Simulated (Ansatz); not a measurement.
**ZnSe: a line through an energy map**

One table from this session's results is given with a row withheld; the runs are named, their logs left out.

Computed with Ansatz 0.2.0 (DFT LDA, scalar-relativistic, plane waves, PAW, unless a step's input says otherwise).

15 further runs of the same task are left out: 15 set aside as unsound or not needed.

## The system as given

The structure is tetragonal, space group P4/nmm (No. 129). Conventional cell: a = 3.983 Å, b = 3.983 Å, c = 5.256 Å, α = 90.00°, β = 90.00°, γ = 90.00°. Around Zn (site symmetry -4m2) lie 4 Se at 2.48 Å and 4 Zn at 2.82 Å. Se (site symmetry 4mm) has 4 Zn at 2.48 Å as nearest neighbours.

Coordinates:

```
Zn Se
1.0
     3.98277    0.00000    0.00000
     0.00000    3.98277    0.00000
     0.00000    0.00000    5.25644
Zn Se
2 2
Direct
  0.00000 0.00000 0.00000
  0.50000 0.50000 0.00000
  0.00000 0.50000 0.27967
  0.50000 0.00000 0.72033
```

It goes back to an entry of the Materials Project, which need not be the stable form.

This cell was relaxed beforehand with the same method: volume 20.85 Å³/atom, gap on the mesh 1.56 eV.

## Plan of the line

Atoms count from 1 in the order of the input.

The energy is mapped over a free internal coordinate and the cell.

- shift of Se3 along [0 0 1], its symmetry partners moved as symmetry demands (measured in the relaxed cell): 7 values from −0.297 to 0.297 Å
- volume per atom at fixed shape: 7 values from 17.93 to 23.76 Å³

Nothing else is relaxed (all other coordinates fixed). Energies count from the relaxed crystal. Points are written as (first, second).

Set-up of the first run:

Contents of input.yaml:

```yaml
crystal:
  lattice:
    - [3.8547617266, 0.0, 0.0]
    - [0.0, 3.8547617266, 0.0]
    - [0.0, 0.0, 5.0874920055]
  atoms:
    - { symbol: Zn, position: [0.0, 0.0, 0.0] }
    - { symbol: Zn, position: [0.5, 0.5, 0.0] }
    - { symbol: Se, position: [0.0, 0.5, 0.3361676647] }
    - { symbol: Se, position: [0.5, 0.0, 0.6638323353] }
basis:
  ecutwfc: 520.0
kpoints:
  mp_grid: { grid: [8, 8, 6] }
hamiltonian:
  xc: lda
scf:
  occupations: { method: gaussian, width: 0.05 }
output:
  forces: true
  stress: true
  eigenvalues: true
  write_density: true
  write_potential: true
  elf: true
  volumetric_format: npy
```

The run is started by

```bash
> ansatz run input.yaml --threads 1 --pin off --max-ram 2048MiB --backend cpu --events-out ev --progress --plain --runs-dir out
```

Steps of the session up to this table: Grid point (0.297 Å, 18.90 Å³); Point (0.297 Å, 19.87 Å³); Grid point (0.297 Å, 20.85 Å³); The run at (0.297 Å, 21.82 Å³); Grid point (0.297 Å, 22.79 Å³); The run at (0.297 Å, 23.76 Å³).

One table of the session follows, with a row left open; its other results are not shown here.

```
volume per atom at fixed shape (Å³)  energy (meV/atom)  slope (meV/atom per Å³)  pressure (GPa)  band gap on the k-mesh (eV)  largest force on an atom (eV/Å)
                              17.93                142                      −15             2.4                         0.56                             1.91
                              18.90                142                       13            −2.1                         0.47                             2.18
                              19.87                165                       34            −5.5                         0.39                             2.38
                              20.85                  ?                        ?               ?                            ?                                ?
                              21.82                261                       61            −9.8                         0.27                             2.66
                              22.79                324                       69           −11.1                         0.23                             2.75
                              23.76                395                       75           −12.1                         0.19                             2.82
```

Estimate the missing values for volume per atom at fixed shape (Å³) = 20.85.

Worked estimate for «energy (meV/atom)». A straight line through the neighbours (19.87, 165) and (21.82, 261) gives 165 + (261 − 165) × (20.85 − 19.87) / (21.82 − 19.87) = 213; a parabola fitted to 4 rows on both sides gives 207.

The run gave: energy (meV/atom): 206; slope (meV/atom per Å³): 50; pressure (GPa): −8.0; band gap on the k-mesh (eV): 0.33; largest force on an atom (eV/Å): 2.54. In «energy (meV/atom)» the line misses by +7 and the parabola by +1.

Energies count from the relaxed crystal. Rows without a step come from runs not printed here or follow by symmetry. Slopes come from the forces (and the stress, where the cell changes), not from differences of energies.

In words: The lowest point of the line is at 18.90 Å³, 142 meV/atom from the zero. A fit to energies and slopes at the lowest point and its two neighbours puts the minimum at 18.408 Å³, with a curvature of about 29 meV/atom per (Å³)². V·d²E/dV² there is about 85 GPa, a bulk modulus under this line's constraint. The highest point computed, at 23.76 Å³, lies 253 meV/atom above the lowest. This is one cut through a surface in two coordinates; the map's lowest point lies off it.
